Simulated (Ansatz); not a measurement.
An Ansatz input (plane waves, PAW) for CdI2-type CrO2 that has something wrong with it:

```yaml
crystal:
  lattice:
    - [2.31444219, 0.0, 0.0]
    - [-1.15722109, 2.00436573, 0.0]
    - [0.0, 0.0, 4.29187735]
  atoms:
    - { symbol: Cr, position: [0.0, 0.0, 0.0], spin: 2.0 }
    - { symbol: O, position: [0.3333333333333, 0.6666666666667, 0.1768082459] }
    - { symbol: O, position: [0.6666666666667, 0.3333333333333, 0.8231917541] }
basis:
  ecutwfc: 420
  ecutrho_ratio: 4
kpoints:
  mp_grid: { grid: [14, 14, 6] }
hamiltonian:
  xc: pbe
scf:
  occupations: { method: gaussian, width: 0.05 }
  max_iter: 75
output:
  forces: true
  stress: true
magnetization:
  spin_polarized: true
```

Launched as:
```sh
ansatz run input.yaml --threads 2 --pin off --max-ram 2662MiB --backend cpu --events-out ev --progress --plain --runs-dir out
```

What the program printed:

SCF trace (energy estimate counted from the last row):
| iteration | ΔE (eV) | density residual (eV) | M (μB) |
| --- | --- | --- | --- |
| 1 | -2.008 | 1.19e1 | 0.268 |
| 2 | 4.087 | 2.56e0 | 0.457 |
| 3 | 1.958 | 1.11e-1 | 0.470 |
| 4 | 0.346 | 8.18e-2 | 0.532 |
| 5 | 0.021 | 7.65e-3 | 0.526 |
| 6 | 3.9e-05 | 6.63e-5 | 0.528 |
| 7 | 1.0e-06 | 6.33e-6 | 0.528 |
| 8 | 0.000 | 5.81e-7 | 0.528 |
| 9 | 0.000 | 3.87e-7 | 0.528 |
| 10 | 0.000 | 2.38e-8 | 0.528 |
| 11 | 0.000 | 7.58e-9 | 0.528 |
| 12 | 0.000 | 1.80e-11 | 0.528 |

```
SCF 1 converged in 12 iterations: F = -4497.693229 eV  dr2 = 1.80e-11
SCF converged after 12 iterations
Magnetization: 0.5276 μB (13.2638 up, 12.7362 down)
Absolute magnetization: 0.5290 μB (∫|ρ↑−ρ↓|, with the PAW one-centre terms)
Per-site moments (μB) at R_I (Å): [(0.31506, 0.63388), (0.03210, 0.63388), (0.03210, 0.63388)]
Free energy (F): -4497.693229 eV
E sigma→0 (E₀):  -4497.692544 eV
Entropy (-TS):   -0.001371 eV (-0.457 meV/atom)
Fermi energy:    19.080313 eV
--- Forces (eV/Å), atoms counted from 1 ---
  atom   1  Cr     0.00000000     0.00000000     0.00000000
  atom   2  O      0.00000000     0.00000000    25.95120071
  atom   3  O      0.00000000     0.00000000   -25.95120071
--- Stress (GPa, compression-positive) ---
      513.492468       0.000000       0.000000
        0.000000     513.492468       0.000000
        0.000000       0.000000     321.291441
  P = ⅓ Tr σ = 449.4255 GPa (4494.255 kbar)
```

Q: What is wrong with it?

A: A lattice far too small. Against the sound input: crystal.lattice: [[2.31444219, -0.0, 0.0], [-1.15722109, 2.00436573, 0.0], [0.0, 0.0, 4.29187735]] (the cap on iterations is only a precaution).

The run converged all the same; its pressure of 449 GPa shows the fault against the sound run's. Its energy lies 5078 meV/atom from the sound one. It ran for 5.5 s on 2 threads of Arm Neoverse V1 (shared host), peak memory 0.35 GiB. The run before the change (PBE, 420 eV, 14×14×6 mesh) gave:

| run | P (GPa) | gap on the mesh (eV) | cell moment (μB) | largest force component (eV/Å) |
| --- | --- | --- | --- | --- |
| sound | 0.0 | metal | 2.00 | 0.001 |
| spoiled | 449.4 | metal | 0.53 | 25.951 |

The two runs also differ in their start: the sound one had the moments 1.92, 0.00, 0.00 μB typed, and went on from the state of an earlier run.

This is a trial structure; measured cells of the compound in the Crystallography Open Database are in space group P42/mnm.

Of that run: The structure is built of weakly bound layers, and this functional has no dispersion term, so their spacing and all that hangs on it (volume, the soft elastic constants, low modes, dielectric constants) are poorly given. Compounds of this kind are often insulators, Mott or charge-transfer ones with an open 3d shell, so the metal found may come from the functional, which lacks a U or exact exchange, or from the structure.
